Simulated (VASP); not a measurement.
# HgTe (I-4m2) in VASP: notebook

Runs on HgTe. Level: PBEsol. Tasks: single point.

Everything below comes from runs of VASP 6.6.1. Logs are shortened: lines on timing, memory, paths and dates and some standing lists are left out, and cuts for length are marked.

**1. The cell of the first run**

It takes space group I-4m2 (No. 119, tetragonal). Conventional cell: a = 6.004 Å, b = 6.004 Å, c = 2.887 Å, α = 90.00°, β = 90.00°, γ = 90.00°. Around Hg (site symmetry -4m2) lie 2 Hg at 2.89 Å and 4 Te at 3.09 Å. Around Te (site symmetry -4m2) lie 2 Te at 2.89 Å and 4 Hg at 3.09 Å.

Measurements of this composition are mostly on another form, of space group No. 216.

**2. Single point, PBEsol (strained and moved within a subgroup)**

INCAR reads:

```
ALGO = Fast ; EDIFF = 1E-7
ENCUT = 520 ; GGA = PS
ISIF = 2 ; ISMEAR = 0
LASPH = T ; LCHARG = T
LELF = T ; LREAL = F
LVHAR = T ; LWAVE = F
NBANDS = 16 ; NELM = 100
PREC = Accurate ; SIGMA = 0.1
```

KPOINTS reads:

```
k-points
0
Gamma
  16 16 16
```

POSCAR reads:

```
HgTe
1.0
   -3.0022336133      3.0022336133      1.4436394016
    3.0022336133     -3.0022336133      1.4436394016
    3.0022336133      3.0022336133     -1.4436394016
Hg Te
1 1
Direct
    0.2500000000      0.7500000000      0.5000000000
    0.0000000000      0.0000000000      0.0000000000
```

Potentials or basis: VASP PAW PBE potentials, release 64 (Hg, Te).

Command:

```sh
> cat potpaw_PBE.64/Hg/POTCAR potpaw_PBE.64/Te/POTCAR > POTCAR
> mpirun -np 1 vasp_std > vasp.out
```

OUTCAR:

```text
EDIFF = 1E-7
   ENCUT = 520
   GGA = PS
   ISIF = 2
   ISMEAR = 0
   LASPH = T
   LREAL = F
   NELM = 100
   PREC = Accurate

 ion  position               nearest neighbor table
   1  0.250  0.750  0.500-   2 3.09   2 3.09   2 3.09   2 3.09   2 3.70   2 3.70   2 3.70   2 3.70

   2  0.000  0.000  0.000-   1 3.09   1 3.09   1 3.09   1 3.09   1 3.70   1 3.70   1 3.70   1 3.70

  LATTYP: Found a body centered tetragonal cell.
 ALAT       =     6.0044672266
 C/A-ratio  =     0.4808551191

  Lattice vectors:

 A1 = (  -3.0022336133,   3.0022336133,   1.4436394016)
 A2 = (   3.0022336133,  -3.0022336133,   1.4436394016)
 A3 = (   3.0022336133,   3.0022336133,  -1.4436394016)

Analysis of symmetry for initial positions (statically):
=====================================================================
 Subroutine PRICEL returns:
 Original cell was already a primitive cell.

 Routine SETGRP: Setting up the symmetry group for a
 body centered tetragonal supercell.

 Subroutine GETGRP returns: Found  8 space group operations
 (whereof  8 operations were pure point group operations)
 out of a pool of 16 trial point group operations.

The static configuration has the point symmetry D_2d.

Analysis of symmetry for dynamics (positions and initial velocities):
=====================================================================
 Subroutine PRICEL returns:
 Original cell was already a primitive cell.

 Routine SETGRP: Setting up the symmetry group for a
 body centered tetragonal supercell.

 Subroutine GETGRP returns: Found  8 space group operations
 (whereof  8 operations were pure point group operations)
 out of a pool of 16 trial point group operations.

The dynamic configuration has the point symmetry D_2d.

 Subroutine INISYM returns: Found  8 space group operations
 (whereof  8 operations are pure point group operations),
 and found     1 'primitive' translations

----------------------------------------------------------------------------------------

                                     Primitive cell

  volume of cell :      52.0484

  direct lattice vectors                    reciprocal lattice vectors
[... 79 lines left out ...]
   ISTART =      0    job   : 0-new  1-cont  2-samecut
   ICHARG =      2    charge: 1-file 2-atom 10-const
   ISPIN  =      1    spin polarized calculation?
   LNONCOLLINEAR =      F non collinear calculations
   LSORBIT =      F    spin-orbit coupling
   LASPH  =      T    aspherical Exc in radial PAW
   ENCUT  =  520.0 eV  38.22 Ry    6.18 a.u.   8.34  8.34  8.34*2*pi/ulx,y,z
   NELM   =    100;   NELMIN=  2; NELMDL= -5     # of ELM steps
   EDIFF  = 0.1E-06   stopping-criterion for ELM
   LREAL  =      F    real-space projection
   EDIFFG = 0.1E-05   stopping-criterion for IOM
   NSW    =      0    number of steps for IOM
   IBRION =     -1    ionic relax: 0-MD 1-quasi-New 2-CG
   NFREE  =      0    steps in history (QN), initial steepest desc. (CG)
   ISIF   =      2    stress and relaxation
   ISYM   =      2    0-nonsym 1-usesym 2-fastsym
   POTIM  = 0.5000    time-step for ionic-motion
   TEBEG  =    0.0;   TEEND  =   0.0 temperature during run
   PSTRESS=    0.0 pullay stress
   NELECT =      18.0000    total number of electrons
   NUPDOWN=      -1.0000    fix difference up-down
   EMIN   =  10.00;   EMAX   =-10.00  energy-range for DOS
   EFERMI =   0.00;   METHOD = LEGACY
   ISMEAR =     0;   SIGMA  =   0.10  broadening in eV -4-tet -1-fermi 0-gaus
   EFERMI_NEDOS =   21; number of points for ismear=-14 and -15
   IALGO  =     68    algorithm
   IMIX   =      4    mixing-type and parameters
     AMIX     =   0.40;   BMIX     =  1.00
     AMIX_MAG =   1.60;   BMIX_MAG =  1.00
  volume/ion in A,a.u.               =      26.02       175.62
  Fermi-wavevector in a.u.,A,eV,Ry     =   1.149114  2.171511 17.965989  1.320463
  Thomas-Fermi vector in A             =   2.285785
   LORBIT       =      0    0 simple, 1 ext, 2 COOP (PROOUT), +10 PAW based schemes
   GGA     = PS    functional components
   LHFCALC =     F    Hartree Fock is set to
   AEXX    =    0.0000 exact exchange contribution
   IVDW    =     0    specifies the selected vdW correction
   LEPSILON=     F    determine dielectric tensor
   LRPA    =     F    only Hartree local field effects (RPA)
 non-spin polarized calculation
 RMM-DIIS sequential band-by-band and
 Gauss-broadening in eV      SIGMA  =   0.10
  energy-cutoff  :      520.00
  volume of cell :       52.05
 maximum number of plane-waves:      1429
 NGX is ok and might be reduce to    36
   NGX = 17   NGY = 17   NGZ = 17

 number of electron      17.9999998 magnetization

 Free energy of the ion-electron system (eV)
  ---------------------------------------------------
  ext. energy  EPLUGINS =         0.00000000
  ---------------------------------------------------
  free energy    TOTEN  =        -4.03610278 eV

  energy without entropy =       -4.03223191  energy(sigma->0) =       -4.03416734

 E-fermi :   5.5497     XC(G=0): -10.4865

 val. band max:        5.5437088839   @ k =  -0.3750  -0.3750   0.0625
 cond. band min:       5.5567058341   @ k =  -0.2500   0.3750   0.1250
 fundamental gap:      0.0129969502
 Fermi energy:         5.5497244802

 k-point     1 :       0.0000    0.0000    0.0000
  band No.  band energies     occupation
      1      -7.9619      2.00000
      2      -2.7825      2.00000
      3      -1.5911      2.00000
      4      -1.4744      2.00000
      5      -0.7762      2.00000
      6      -0.7762      2.00000
[... 433 lines left out ...]
      3      -1.5899      2.00000
      4      -1.4944      2.00000
      5      -0.7770      2.00000
      6      -0.7737      2.00000
[... 8 lines left out ...]
     15      15.7927      0.00000
     16      17.2157      0.00000

 [... further k-points ...]
[... 5 lines left out ...]
  --------------------------------------------------------------------------------------
  -------------------------------------------------------------------------------------
  Total        0.2816595      0.2816595      2.3767634      0.0000000      0.0000000      0.0000000
  in kB        8.6701640      8.6701640     73.1625516      0.0000000      0.0000000      0.0000000
  external PRESSURE =      30.1676265 kB  Pullay stress =       0.0000000 kB

 VOLUME and BASIS-vectors are now :
 -----------------------------------------------------------------------------
  energy-cutoff  :      520.00
  volume of cell :       52.05
      direct lattice vectors                 reciprocal lattice vectors
    -3.002233613  3.002233613  1.443639402     0.000000000  0.166542669  0.346346878
     3.002233613 -3.002233613  1.443639402     0.166542669  0.000000000  0.346346878
     3.002233613  3.002233613 -1.443639402     0.166542669  0.166542669  0.000000000

 POSITION                                       TOTAL-FORCE (eV/Angst)
 -----------------------------------------------------------------------------------
      3.00223     -0.00000      0.72182         0.000000      0.000000     -0.000000
      0.00000      0.00000      0.00000        -0.000000     -0.000000      0.000000
 -----------------------------------------------------------------------------------
    total drift:                                0.000000     -0.000000      0.000000

  FREE ENERGIE OF THE ION-ELECTRON SYSTEM (eV)
  ---------------------------------------------------
  free  energy   TOTEN  =        -4.0361027765 eV

  energy  without entropy=       -4.0322319058  energy(sigma->0) =       -4.03416734
```

stdout:

```text
POSCAR found type information on POSCAR HgTe
 POSCAR found :  2 types and       2 ions
 scaLAPACK will be used
 -----------------------------------------------------------------------------
|                                                                             |
|                                                                             |
|     You enforced a specific xc type in the INCAR file but a different       |
|     I HOPE YOU KNOW WHAT YOU ARE DOING!                                     |
|                                                                             |
 -----------------------------------------------------------------------------

 LDA part: xc-table for (Slater+PW92), standard interpolation
 POSCAR, INCAR and KPOINTS ok, starting setup
 FFT: planning ... GRIDC
 FFT: planning ... GRID_SOFT
 FFT: planning ... GRID
 WAVECAR not read
 entering main loop
```

Run time: 6.2 min. Hardware: 1 thread of Intel Xeon Platinum 8488C (Sapphire Rapids), shared host; peak memory 0.45 GiB.

Results:

* Free energy: -4.0361 eV
* Pressure: 3.0 GPa
* Band gap on the k mesh: none (metal or under the smearing width)

Stress tensor (GPa, compression positive):
```
0.87 0.00 0.00
0.00 0.87 0.00
0.00 0.00 7.32
```

Levels at points of the mesh, in eV from the Fermi level:
```
           k point  band 5  band 6  band 7  band 8  band 9  band 10  band 11  band 12  band 13  band 14
(0.00, 0.00, 0.00)   -6.33   -6.33   -4.01   -3.21   -3.21     4.10     4.87     6.51     6.51     9.74
(0.50, 0.00, 0.00)   -6.73   -6.58   -5.23   -1.89   -1.11    -0.15     3.25     3.56     5.94     7.91
(0.50, 0.50, 0.00)   -6.55   -6.31   -6.28   -1.38    1.15     1.28     2.47     4.56     9.44    10.56
(0.50, 0.50, 0.50)   -6.30   -6.30   -5.21   -5.21   -5.01     4.51     7.82     7.82     8.42    11.49
```

Caveat: the PAW data sets were made with another functional, which shifts forces and pressure a little.

**3. Single point, PBEsol (strained and moved within the space group)**

INCAR reads:

```
SYSTEM = HgTe
PREC = Accurate ; ENCUT = 520
EDIFF = 1E-6 ; ISMEAR = 0
SIGMA = 0.1 ; LREAL = .FALSE.
LASPH = .TRUE. ; NELM = 100
ALGO = Fast ; ISIF = 2
LWAVE = .FALSE. ; LCHARG = .TRUE.
GGA = PS ; LELF = .TRUE.
LVHAR = .TRUE. ; NBANDS = 16
```

KPOINTS reads:

```
regular mesh
0
G
  16 16 16
  0 0 0
```

POSCAR reads:

```
HgTe
1.0
   -3.1032258088      3.1032258088      1.6123051872
    3.1032258088     -3.1032258088      1.6123051872
    3.1032258088      3.1032258088     -1.6123051872
Hg Te
1 1
Direct
    0.2500000000      0.7500000000      0.5000000000
    0.0000000000      0.0000000000      0.0000000000
```

Potentials or basis: VASP PAW PBE potentials, release 64 (Hg, Te).

Command:

```sh
> cat potpaw_PBE.64/Hg/POTCAR potpaw_PBE.64/Te/POTCAR > POTCAR
> mpirun -np 1 vasp_std > vasp.out
```

It took 4.7 min on 1 thread of Intel Xeon Platinum 8488C (Sapphire Rapids), shared host; peak memory 0.49 GiB.

Results (log left out):

* Free energy: -3.9513 eV
* Pressure: -5.5 GPa
* Band gap on the k mesh: none (metal or under the smearing width)

Stress tensor (GPa, compression positive):
```
-5.88  0.00  0.00
 0.00 -5.88  0.00
 0.00  0.00 -4.65
```

Levels at points of the mesh, in eV from the Fermi level:
| k point | band 5 | band 6 | band 7 | band 8 | band 9 | band 10 | band 11 | band 12 | band 13 | band 14 |
| --- | --- | --- | --- | --- | --- | --- | --- | --- | --- | --- |
| (0.00, 0.00, 0.00) | -6.04 | -6.04 | -3.37 | -2.15 | -2.15 | 2.94 | 4.70 | 6.77 | 6.77 | 8.72 |
| (0.50, 0.00, 0.00) | -6.21 | -5.99 | -4.22 | -1.91 | -1.03 | -0.11 | 3.07 | 3.85 | 5.73 | 7.99 |
| (0.50, 0.50, 0.00) | -6.02 | -5.99 | -5.78 | -0.81 | 1.37 | 2.08 | 2.55 | 3.42 | 8.42 | 9.91 |
| (0.50, 0.50, 0.50) | -6.01 | -5.98 | -4.12 | -3.90 | -3.90 | 2.66 | 6.98 | 7.69 | 7.69 | 11.70 |

Caveat: the PAW data sets were made with another functional, which shifts forces and pressure a little.
